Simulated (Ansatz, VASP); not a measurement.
# Two plane-wave programs on C

The input INCAR:

```
PREC = Accurate
ENCUT = 520
EDIFF = 1E-6
ISMEAR = 0
SIGMA = 0.05
LREAL = False
LASPH = True
NELM = 80
ALGO = Normal
ISIF = 2
LWAVE = False
LCHARG = True
GGA = PE
LELF = True
LVHAR = True
NBANDS = 11
```

KPOINTS

```
regular mesh
0
Gamma
  12 12 12
```

POSCAR

```
C
1.0
    0.0000000000      1.7768088442      1.7768088442
    1.7857375319     -0.0089286877      1.7857375319
    1.7857375319      1.7857375319     -0.0089286877
C
2
Direct
    0.5000000000      0.5000000000      0.5000000000
    0.7500000000      0.7500000000      0.7500000000
```

Input for Ansatz:

```yaml
crystal:
  lattice:
    - [0.0, 1.7768088442, 1.7768088442]
    - [1.7857375319, -0.0089286877, 1.7857375319]
    - [1.7857375319, 1.7857375319, -0.0089286877]
  atoms:
    - { symbol: C, position: [0.5, 0.5, 0.5] }
    - { symbol: C, position: [0.75, 0.75, 0.75] }
basis:
  ecutwfc: 420
kpoints:
  mp_grid: { grid: [12, 12, 12] }
hamiltonian:
  xc: pbe
scf:
  occupations: { method: gaussian, width: 0.05 }
output:
  forces: true
  stress: true
  eigenvalues: true
```

Change from the starting cell: strain -0.0100 x Voigt [0, 0, 0, 1, 0, 0], atoms carried along.

Alike in both runs: task single point; functional PBE; k mesh 12 × 12 × 12; occupations gaussian, width 0.05 eV; no spin polarisation.

|  | VASP | Ansatz |
| --- | --- | --- |
| version | VASP 6.6.1 | Ansatz 0.2.0 |
| potentials or method | VASP PAW PBE potentials, release 64 (C) | scalar-relativistic, plane waves, PAW |
| plane-wave cutoff (eV) | 520 | 420 |
| valence electrons in the cell | 8 | 8 |

VASP gave:

- gap on the k mesh at the Fermi level (eV): 4.14
- least direct gap on the mesh (eV): 5.43
- pressure (GPa): 0.8
- largest component of the traceless stress (GPa): 5.65
- rms of the force components (eV/Å): 0.017

Estimate Ansatz's values.

gap on the k mesh at the Fermi level (eV): 4.14; least direct gap on the mesh (eV): 5.43; pressure (GPa): 0.1; largest component of the traceless stress (GPa): 5.60; rms of the force components (eV/Å): 0.016.

Atom by atom the forces differ by 0.002 eV/Å (rms over components). With one functional, cell and mesh, what is left measures potentials, basis and numerics.
